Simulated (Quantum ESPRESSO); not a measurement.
# FeO (Fm-3m) in Quantum ESPRESSO: settings compared, part 2 of 2

Quantum ESPRESSO 7.5.

### 3 Phonons, PBE, collinear spin, ferromagnetic start

File pw.in:

```
&CONTROL
  calculation = 'scf'
  prefix = 'pwscf'
  outdir = './tmp'
  pseudo_dir = './pseudo'
  tprnfor = .true.
  tstress = .true.
  disk_io = 'low'
/
&SYSTEM
  ibrav = 0
  nat = 2
  ntyp = 2
  ecutwfc = 56
  ecutrho = 448
  nbnd = 21
  occupations = 'smearing'
  smearing = 'fd'
  degauss = 0.00367493
  nspin = 2
  starting_magnetization(1) = 0.1875
  starting_magnetization(2) = 0
/
&ELECTRONS
  conv_thr = 4d-10
  electron_maxstep = 120
  mixing_beta = 0.3
/
ATOMIC_SPECIES
Fe    55.8450 fe_pbe_v1.5.uspp.F.UPF
O     15.9990 o_pbe_v1.2.uspp.F.UPF
CELL_PARAMETERS bohr
   0.0000000000    4.0731159914    4.0731159914
   4.0731159914    0.0000000000    4.0731159914
   4.0731159914    4.0731159914    0.0000000000
ATOMIC_POSITIONS bohr
Fe     0.0000000000    0.0000000000    0.0000000000
O      4.0731159914    4.0731159914    4.0731159914
K_POINTS automatic
4 4 4 1 1 1
```

File relax.in:

```
&CONTROL
  calculation = 'vc-relax'
  prefix = 'pwscf'
  outdir = './tmp'
  pseudo_dir = './pseudo'
  tprnfor = .true.
  tstress = .true.
  disk_io = 'low'
  nstep = 40
  forc_conv_thr = 0.0001
  etot_conv_thr = 1d-06
/
&SYSTEM
  ibrav = 0
  nat = 2
  ntyp = 2
  ecutwfc = 56
  ecutrho = 448
  nbnd = 21
  occupations = 'smearing'
  smearing = 'fd'
  degauss = 0.00367493
  nspin = 2
  starting_magnetization(1) = 0.1875
  starting_magnetization(2) = 0
/
&ELECTRONS
  conv_thr = 4d-10
  electron_maxstep = 120
  mixing_beta = 0.3
/
&IONS
  ion_dynamics = 'bfgs'
/
&CELL
  cell_dynamics = 'bfgs'
  press = 0
  press_conv_thr = 0.2
/
ATOMIC_SPECIES
Fe    55.8450 fe_pbe_v1.5.uspp.F.UPF
O     15.9990 o_pbe_v1.2.uspp.F.UPF
CELL_PARAMETERS bohr
   0.0000000000    4.0731159914    4.0731159914
   4.0731159914    0.0000000000    4.0731159914
   4.0731159914    4.0731159914    0.0000000000
ATOMIC_POSITIONS bohr
Fe     0.0000000000    0.0000000000    0.0000000000
O      4.0731159914    4.0731159914    4.0731159914
K_POINTS automatic
4 4 4 1 1 1
```

File scf2.in:

```
&CONTROL
  calculation = 'scf'
  prefix = 'pwscf'
  outdir = './tmp'
  pseudo_dir = './pseudo'
  tprnfor = .true.
  tstress = .true.
  disk_io = 'low'
/
&SYSTEM
  ibrav = 0
  nat = 2
  ntyp = 2
  ecutwfc = 56
  ecutrho = 448
  nbnd = 21
  occupations = 'smearing'
  smearing = 'fd'
  degauss = 0.00367493
  nspin = 2
  starting_magnetization(1) = 0.1875
  starting_magnetization(2) = 0
/
&ELECTRONS
  conv_thr = 1d-13
  electron_maxstep = 120
  mixing_beta = 0.3
  startingpot = 'file'
  startingwfc = 'file'
/
ATOMIC_SPECIES
Fe    55.8450 fe_pbe_v1.5.uspp.F.UPF
O     15.9990 o_pbe_v1.2.uspp.F.UPF
CELL_PARAMETERS bohr
   0.0000000000    4.0720069776    4.0720069776
   4.0720069776    0.0000000000    4.0720069776
   4.0720069776    4.0720069776    0.0000000000
ATOMIC_POSITIONS bohr
Fe     0.0000000000    0.0000000000    0.0000000000
O      4.0720069776    4.0720069776    4.0720069776
K_POINTS automatic
4 4 4 1 1 1
```

File ph.in:

```
phonons of FeO
&INPUTPH
  prefix = 'pwscf'
  outdir = './tmp'
  tr2_ph = 1d-18
  fildyn = 'dyn'
  niter_ph = 90
  alpha_mix(1) = 0.4
/
0.0000000000 0.0000000000 0.0000000000
```

File dynmat.in:

```
&INPUT
  fildyn = 'dyn'
  asr = 'crystal'
  filout = 'dynmat.disp'
  fileig = 'dynmat.eig'
/
```

Potentials or basis: GBRV 1.5 PBE.

On the command line:

```sh
$ OMP_NUM_THREADS=1 pw.x -in pw.in > pw.out
$ OMP_NUM_THREADS=1 pw.x -in relax.in > relax.out
$ OMP_NUM_THREADS=1 pw.x -in scf2.in > scf2.out
$ OMP_NUM_THREADS=1 ph.x -in ph.in > ph.out
$ OMP_NUM_THREADS=1 dynmat.x -in dynmat.in > dynmat.out
```

pw.out:

```text
This program is part of the open-source Quantum ESPRESSO suite
     for quantum simulation of materials; please cite
[... 9 lines left out ...]
     --------------------
     sticks:   dense  smooth     PW     G-vecs:    dense   smooth      PW
     Sum        1027     511    163                21595     7727    1363

     Using Slab Decomposition

     bravais-lattice index     =            0
     lattice parameter (alat)  =       5.7603  a.u.
     unit-cell volume          =     135.1482 (a.u.)^3
     number of atoms/cell      =            2
     number of atomic types    =            2
     number of electrons       =        22.00
     number of Kohn-Sham states=           21
     kinetic-energy cutoff     =      56.0000  Ry
     charge density cutoff     =     448.0000  Ry
     scf convergence threshold =      4.0E-10
     mixing beta               =       0.3000
     number of iterations used =            8  plain     mixing
     Exchange-correlation= SLA  PW   PBE  PBE
                           (   1   4   3   4   0   0   0)

[... 316 lines left out ...]
   -71.1652 -37.3570 -37.3357 -37.3169  -4.5348   7.2705   8.5222   9.3305
    14.5095  14.9147  15.0438  15.9487  16.9680  21.8176  23.5763  24.7557
    28.9365  34.0253  36.2695  39.7416  41.9583

     the Fermi energy is    14.5069 ev

!    total energy              =    -282.62994035 Ry
     estimated scf accuracy    <          4.0E-10 Ry
     smearing contrib. (-TS)   =      -0.00092319 Ry
     internal energy E=F+TS    =    -282.62901716 Ry

     The total energy is F=E-TS. E is the sum of the following terms:
     one-electron contribution =    -136.55643874 Ry
     hartree contribution      =      80.60184863 Ry
     xc contribution           =     -36.64688514 Ry
     ewald contribution        =    -190.02754191 Ry

     total magnetization       =     4.00 Bohr mag/cell
     absolute magnetization    =     4.02 Bohr mag/cell

     convergence has been achieved in  11 iterations

     Forces acting on atoms (cartesian axes, Ry/au):

     atom    1 type  1   force =    -0.00000000   -0.00000000    0.00000000
     atom    2 type  2   force =     0.00000000    0.00000000   -0.00000000

     Total force =     0.000000     Total SCF correction =     0.000000

     Computing stress (Cartesian axis) and pressure

          total   stress  (Ry/bohr**3)                   (kbar)     P=       -1.60
  -0.00001089   0.00000000   0.00000000           -1.60        0.00        0.00
   0.00000000  -0.00001089   0.00000000            0.00       -1.60        0.00
   0.00000000   0.00000000  -0.00001089            0.00        0.00       -1.60

=------------------------------------------------------------------------------=
   JOB DONE.
=------------------------------------------------------------------------------=
```

relax.out:

```text
This program is part of the open-source Quantum ESPRESSO suite
     for quantum simulation of materials; please cite
[... 9 lines left out ...]
     --------------------
     sticks:   dense  smooth     PW     G-vecs:    dense   smooth      PW
     Sum        1027     511    163                21595     7727    1363
[... 1017 lines left out ...]
   0.00000196  -0.00000000  -0.00000000            0.29       -0.00       -0.00
   0.00000000   0.00000196  -0.00000000            0.00        0.29       -0.00
  -0.00000000  -0.00000000   0.00000196           -0.00       -0.00        0.29

=------------------------------------------------------------------------------=
   JOB DONE.
=------------------------------------------------------------------------------=
```

Wall time 2.9 min (1 thread of Arm Neoverse V2, shared host); peak memory 0.15 GiB.

Results:

```yaml
Free_energy: -3845.3762 eV
Relaxed_volume: 10.01 Å³/atom
Relaxed_cell: a = 3.047 Å, b = 3.047 Å, c = 3.047 Å, α = 60.00°, β = 60.00°, γ = 60.00°
Space_group_after_relaxing_to_0.05_Å: Fm-3m (No. 225)
Pressure_after_relaxing: 0.0 GPa
Band_gap_on_the_k_mesh: none (metal or under the smearing width)
Net_moment: 4.00 μB per cell
Absolute_moment: 4.02 μB per cell
Site_moments: Fe +3.46; O +0.32 μB
Valence_electrons_inside_the_program's_atomic_spheres: Fe 13.54; O 5.84
Highest_phonon_frequency_at_Γ: 246 cm⁻¹
```

Final structure:
```cif
data_structure
_symmetry_space_group_name_H-M 'P 1'
_symmetry_Int_Tables_number 1
_cell_length_a 3.0474
_cell_length_b 3.0474
_cell_length_c 3.0474
_cell_angle_alpha 60.000
_cell_angle_beta 60.000
_cell_angle_gamma 60.000
_cell_volume 20.01
loop_
_atom_site_label
_atom_site_type_symbol
_atom_site_fract_x
_atom_site_fract_y
_atom_site_fract_z
_atom_site_occupancy
Fe1 Fe 0.00000 0.00000 0.00000 1
O1 O 0.50000 0.50000 0.50000 1
```

Levels at points of the mesh, in eV from the Fermi level:
Spin up:
| k point | band 9 | band 10 | band 11 | band 12 | band 13 | band 14 | band 15 | band 16 | band 17 | band 18 |
| --- | --- | --- | --- | --- | --- | --- | --- | --- | --- | --- |
| (0.12, 0.12, 0.12) | -3.86 | -3.86 | -3.54 | -2.64 | -2.64 | 0.95 | 13.07 | 16.30 | 16.30 | 17.65 |
Spin down:
| k point | band 6 | band 7 | band 8 | band 9 | band 10 | band 11 | band 12 | band 13 |
| --- | --- | --- | --- | --- | --- | --- | --- | --- |
| (0.12, 0.12, 0.12) | -4.48 | -3.81 | -3.81 | -0.55 | -0.54 | -0.54 | 0.65 | 0.65 |

Phonon frequencies in cm⁻¹ (negative: imaginary):
```tsv
q point	frequencies
(0.000, 0.000, 0.000)	12 12 12 246 246 246
```

Optical modes at Γ, degenerate ones joined:
```
cm⁻¹  components  symmetry  active in
 246           3       T1u         IR
```

Caveat: the k mesh is coarse (spacing up to 0.63 Å⁻¹), so the values aren't converged; the mesh is thin for the phonons of a metal; a cell with one magnetic atom can't hold antiferromagnetic order, which such compounds often take; semilocal functionals often make such compounds metallic where correlation or magnetic order opens a gap, which also shifts bond lengths. With open d or f shells a metallic result of PBE can be an artefact of self-interaction; +U or a hybrid may open a gap.

### 4 Phonons, PBEsol, collinear spin, ferromagnetic start

Changes to pw.in since step 3:

```diff
@@ -29,4 +29,4 @@
 ATOMIC_SPECIES
-Fe    55.8450 fe_pbe_v1.5.uspp.F.UPF
-O     15.9990 o_pbe_v1.2.uspp.F.UPF
+Fe    55.8450 fe_pbesol_v1.5.uspp.F.UPF
+O     15.9990 o_pbesol_v1.2.uspp.F.UPF
 CELL_PARAMETERS bohr
```

Changes to relax.in since step 3:

```diff
@@ -40,4 +40,4 @@
 ATOMIC_SPECIES
-Fe    55.8450 fe_pbe_v1.5.uspp.F.UPF
-O     15.9990 o_pbe_v1.2.uspp.F.UPF
+Fe    55.8450 fe_pbesol_v1.5.uspp.F.UPF
+O     15.9990 o_pbesol_v1.2.uspp.F.UPF
 CELL_PARAMETERS bohr
```

Changes to scf2.in since step 3:

```diff
@@ -31,11 +31,11 @@
 ATOMIC_SPECIES
-Fe    55.8450 fe_pbe_v1.5.uspp.F.UPF
-O     15.9990 o_pbe_v1.2.uspp.F.UPF
+Fe    55.8450 fe_pbesol_v1.5.uspp.F.UPF
+O     15.9990 o_pbesol_v1.2.uspp.F.UPF
 CELL_PARAMETERS bohr
-   0.0000000000    4.0720069776    4.0720069776
-   4.0720069776    0.0000000000    4.0720069776
-   4.0720069776    4.0720069776    0.0000000000
+   0.0000000000    4.0130176656    4.0130176656
+   4.0130176656    0.0000000000    4.0130176656
+   4.0130176656    4.0130176656    0.0000000000
 ATOMIC_POSITIONS bohr
 Fe     0.0000000000    0.0000000000    0.0000000000
-O      4.0720069776    4.0720069776    4.0720069776
+O      4.0130176656    4.0130176656    4.0130176656
 K_POINTS automatic
```

ph.in is that of step 3.

dynmat.in is that of step 3.

Potentials or basis: GBRV 1.5 PBEsol.

On the command line:

```sh
$ OMP_NUM_THREADS=1 pw.x -in pw.in > pw.out
$ OMP_NUM_THREADS=1 pw.x -in relax.in > relax.out
$ OMP_NUM_THREADS=1 pw.x -in scf2.in > scf2.out
$ OMP_NUM_THREADS=1 ph.x -in ph.in > ph.out
$ OMP_NUM_THREADS=1 dynmat.x -in dynmat.in > dynmat.out
```

pw.out:

```text
This program is part of the open-source Quantum ESPRESSO suite
     for quantum simulation of materials; please cite
         "P. Giannozzi et al., J. Phys.:Condens. Matter 21 395502 (2009);
         "P. Giannozzi et al., J. Phys.:Condens. Matter 29 465901 (2017);
         "P. Giannozzi et al., J. Chem. Phys. 152 154105 (2020);
     in publications or presentations arising from this work. More details at

     Message from routine setup:
     using ibrav=0 with symmetry is DISCOURAGED, use correct ibrav instead

     G-vector sticks info
     --------------------
     sticks:   dense  smooth     PW     G-vecs:    dense   smooth      PW
     Sum        1027     511    163                21595     7727    1363

     Using Slab Decomposition

     bravais-lattice index     =            0
     lattice parameter (alat)  =       5.7603  a.u.
     unit-cell volume          =     135.1482 (a.u.)^3
     number of atoms/cell      =            2
     number of atomic types    =            2
     number of electrons       =        22.00
     number of Kohn-Sham states=           21
     kinetic-energy cutoff     =      56.0000  Ry
     charge density cutoff     =     448.0000  Ry
     scf convergence threshold =      4.0E-10
     mixing beta               =       0.3000
     number of iterations used =            8  plain     mixing
     Exchange-correlation= SLA  PW   PSX  PSC
                           (   1   4  10   8   0   0   0)

     celldm(1)=   5.760256  celldm(2)=   0.000000  celldm(3)=   0.000000
     celldm(4)=   0.000000  celldm(5)=   0.000000  celldm(6)=   0.000000

     crystal axes: (cart. coord. in units of alat)
               a(1) = (   0.000000   0.707107   0.707107 )
               a(2) = (   0.707107   0.000000   0.707107 )
               a(3) = (   0.707107   0.707107   0.000000 )

     reciprocal axes: (cart. coord. in units 2 pi/alat)
               b(1) = ( -0.707107  0.707107  0.707107 )
               b(2) = (  0.707107 -0.707107  0.707107 )
               b(3) = (  0.707107  0.707107 -0.707107 )

     PseudoPot. # 1 for Fe read from file:
     fe_pbesol_v1.5.uspp.F.UPF
     Pseudo is Ultrasoft + core correction, Zval = 16.0
     Generated by new atomic code, or converted to UPF format
     Using radial grid of  861 points,  6 beta functions with:
                l(1) =   0
                l(2) =   0
[... 198 lines left out ...]
    28.4598  32.9426  34.4040  36.0669  40.6438

          k =-0.2652-0.2652 0.4419 (   958 PWs)   bands (ev):
[... 19 lines left out ...]
   -75.4102 -41.6061 -41.5941 -41.5824  -5.1740   6.8117   7.4559   7.9505
    10.7981  11.2734  11.5440  11.8429  12.6763  21.1101  22.4552  23.3928
    27.0031  31.9499  35.8472  41.2944  42.3198

          k = 0.0884-0.2652 0.4419 (   954 PWs)   bands (ev):

   -75.4115 -41.6071 -41.5846 -41.5753  -5.3207   6.2627   7.7069   7.9637
    10.7941  11.2042  11.6191  12.2315  13.4334  19.7064  22.9280  24.3735
    27.5655  32.3751  36.1424  38.2726  40.9344

          k =-0.6187 0.0884 0.0884 (   965 PWs)   bands (ev):

   -75.4102 -41.6109 -41.5877 -41.5836  -5.2571   6.7365   8.3000   8.7690
    10.0361  11.3570  11.5228  11.6686  11.8013  19.8052  22.8360  24.2824
    28.5122  29.2937  39.6578  40.2113  42.8499

          k = 0.2652 0.2652 0.2652 (   941 PWs)   bands (ev):
[... 7 lines left out ...]
   -75.4107 -41.6083 -41.5915 -41.5764  -5.1830   6.2642   7.4147   7.7857
    10.9948  11.1759  11.6230  12.2446  13.4733  20.7382  22.1139  23.5771
    27.6252  32.8363  35.3800  38.5135  41.0043

 ------ SPIN DOWN ----------

          k = 0.0884 0.0884 0.0884 (   944 PWs)   bands (ev):

   -71.0368 -37.3102 -37.3013 -37.3013  -5.7180   9.8704  10.5480  10.5480
    13.8052  13.8215  13.8215  14.9560  14.9560  16.0412  27.9229  31.5930
    31.5930  32.4998  35.1325  35.1325  37.7214

          k = 0.2652 0.2652-0.0884 (   952 PWs)   bands (ev):

   -71.0330 -37.3432 -37.3137 -37.3048  -5.0663   7.5199   9.4424   9.4736
    14.2363  14.2848  14.7655  15.4395  16.7365  18.8236  24.9829  27.2990
    29.5917  33.8516  35.2767  37.1504  41.3039

          k =-0.2652-0.2652 0.4419 (   958 PWs)   bands (ev):
[... 19 lines left out ...]
   -71.0292 -37.3517 -37.3363 -37.3214  -4.5680   7.5367   8.3487   9.0889
    13.8320  14.7772  15.1466  15.5523  16.1723  22.2755  23.4408  24.3533
    28.0253  32.8870  36.5483  42.1666  42.9803

          k = 0.0884-0.2652 0.4419 (   954 PWs)   bands (ev):

   -71.0308 -37.3533 -37.3242 -37.3123  -4.7307   7.0829   8.8493   9.2320
    13.9952  14.8650  14.9771  15.6179  16.6922  20.6149  24.0314  25.3937
    28.5908  33.2733  37.0412  39.0672  41.7058

          k =-0.6187 0.0884 0.0884 (   965 PWs)   bands (ev):

   -71.0292 -37.3578 -37.3282 -37.3229  -4.6469   7.3537   9.1918   9.6546
    12.7143  15.1192  15.1554  15.3375  15.5979  21.0777  23.5880  25.5231
    29.5046  30.3293  40.1516  41.2794  43.3716

          k = 0.2652 0.2652 0.2652 (   941 PWs)   bands (ev):
[... 7 lines left out ...]
   -71.0298 -37.3548 -37.3330 -37.3137  -4.5861   7.0764   8.3425   9.1594
    14.3669  14.7878  14.9140  15.7607  16.7889  21.5802  23.3323  24.5005
    28.6441  33.7797  36.0137  39.4606  41.7029

     the Fermi energy is    14.3649 ev

!    total energy              =    -282.40886943 Ry
     estimated scf accuracy    <          1.1E-10 Ry
     smearing contrib. (-TS)   =      -0.00090994 Ry
     internal energy E=F+TS    =    -282.40795949 Ry

     The total energy is F=E-TS. E is the sum of the following terms:
     one-electron contribution =    -136.52082457 Ry
     hartree contribution      =      80.35553643 Ry
     xc contribution           =     -36.21512944 Ry
     ewald contribution        =    -190.02754191 Ry

     total magnetization       =     4.00 Bohr mag/cell
     absolute magnetization    =     4.01 Bohr mag/cell

     convergence has been achieved in  12 iterations

     Forces acting on atoms (cartesian axes, Ry/au):

     atom    1 type  1   force =     0.00000000    0.00000000   -0.00000000
     atom    2 type  2   force =    -0.00000000   -0.00000000    0.00000000

     Total force =     0.000000     Total SCF correction =     0.000000

     Computing stress (Cartesian axis) and pressure

          total   stress  (Ry/bohr**3)                   (kbar)     P=      -84.78
  -0.00057634   0.00000000   0.00000000          -84.78        0.00        0.00
   0.00000000  -0.00057634   0.00000000            0.00      -84.78        0.00
   0.00000000   0.00000000  -0.00057634            0.00        0.00      -84.78

=------------------------------------------------------------------------------=
   JOB DONE.
=------------------------------------------------------------------------------=
```

relax.out:

```text
This program is part of the open-source Quantum ESPRESSO suite
     for quantum simulation of materials; please cite
         "P. Giannozzi et al., J. Phys.:Condens. Matter 21 395502 (2009);
         "P. Giannozzi et al., J. Phys.:Condens. Matter 29 465901 (2017);
         "P. Giannozzi et al., J. Chem. Phys. 152 154105 (2020);
[... 1599 lines left out ...]
   0.00000000  -0.00000164  -0.00000000            0.00       -0.24       -0.00
  -0.00000000  -0.00000000  -0.00000164           -0.00       -0.00       -0.24

=------------------------------------------------------------------------------=
   JOB DONE.
=------------------------------------------------------------------------------=
```

It took 3.2 min on 1 thread of Arm Neoverse V2, shared host; peak memory 0.14 GiB.

What came out:

```yaml
Free_energy: -3842.3919 eV
Relaxed_volume: 9.58 Å³/atom
Relaxed_cell: a = 3.003 Å, b = 3.003 Å, c = 3.003 Å, α = 60.00°, β = 60.00°, γ = 60.00°
Space_group_after_relaxing_to_0.05_Å: Fm-3m (No. 225)
Pressure_after_relaxing: 0.0 GPa
Band_gap_on_the_k_mesh: none (metal or under the smearing width)
Net_moment: 4.00 μB per cell
Absolute_moment: 4.01 μB per cell
Site_moments: Fe +3.43; O +0.33 μB
Valence_electrons_inside_the_program's_atomic_spheres: Fe 13.53; O 5.81
Highest_phonon_frequency_at_Γ: 263 cm⁻¹
```

The path:
| step | energy change (eV) | largest force (eV/Å) | pressure (GPa) | volume (Å³) |
| --- | --- | --- | --- | --- |
| 1 | 0.0000 | 0.0000 | -8.48 | 20.03 |
| 2 | -0.0241 | 0.0000 | -0.23 | 19.17 |
| 3 | -0.0241 | 0.0000 | 0.02 | 19.15 |
| 4 | -0.0241 | 0.0000 | 0.00 | 19.15 |

Final structure:
```cif
data_structure
_symmetry_space_group_name_H-M 'P 1'
_symmetry_Int_Tables_number 1
_cell_length_a 3.0032
_cell_length_b 3.0032
_cell_length_c 3.0032
_cell_angle_alpha 60.000
_cell_angle_beta 60.000
_cell_angle_gamma 60.000
_cell_volume 19.15
loop_
_atom_site_label
_atom_site_type_symbol
_atom_site_fract_x
_atom_site_fract_y
_atom_site_fract_z
_atom_site_occupancy
Fe1 Fe 0.00000 0.00000 0.00000 1
O1 O 0.50000 0.50000 0.50000 1
```

Phonon frequencies in cm⁻¹ (negative: imaginary):
| q point | frequencies |
| --- | --- |
| (0.000, 0.000, 0.000) | 5 5 5 263 263 263 |

Optical modes at Γ, degenerate ones joined:
| cm⁻¹ | components | symmetry | active in |
| --- | --- | --- | --- |
| 263 | 3 | T1u | IR |

Caveat: the k mesh is coarse (spacing up to 0.63 Å⁻¹), so the values aren't converged; the mesh is thin for the phonons of a metal; a cell with one magnetic atom can't hold antiferromagnetic order, which such compounds often take; semilocal functionals often make such compounds metallic where correlation or magnetic order opens a gap, which also shifts bond lengths. With open d or f shells a metallic result of PBEsol can be an artefact of self-interaction; +U or a hybrid may open a gap.

### 5 The runs side by side

```tsv
level	potentials or basis	form of the LDA correlation	gap on the mesh (eV)	pressure (GPa)	moment (μB)
LDA	GBRV 1.5 LDA	PZ81	none	0.0	4.00
PBE	GBRV 1.5 PBE	-	none	0.0	4.00
PBEsol	GBRV 1.5 PBEsol	-	none	0.0	4.00
```

Alike in all rows: task phonons; spin collinear, ferromagnetic start; cell relaxed; k mesh 4 × 4 × 4, shifted; cutoff (eV) 762; smearing fermi-dirac 0.05 eV; the mesh is coarse, so values aren't converged.

Caveats: all runs use coarse meshes; the mesh is thin for the phonons of a metal; a cell with one magnetic atom can't hold antiferromagnetic order, which such compounds often take; semilocal functionals often make such compounds metallic where correlation or magnetic order opens a gap, which also shifts bond lengths.

Total energies depend on the potentials used, so only differences within one code and one set of settings carry meaning.
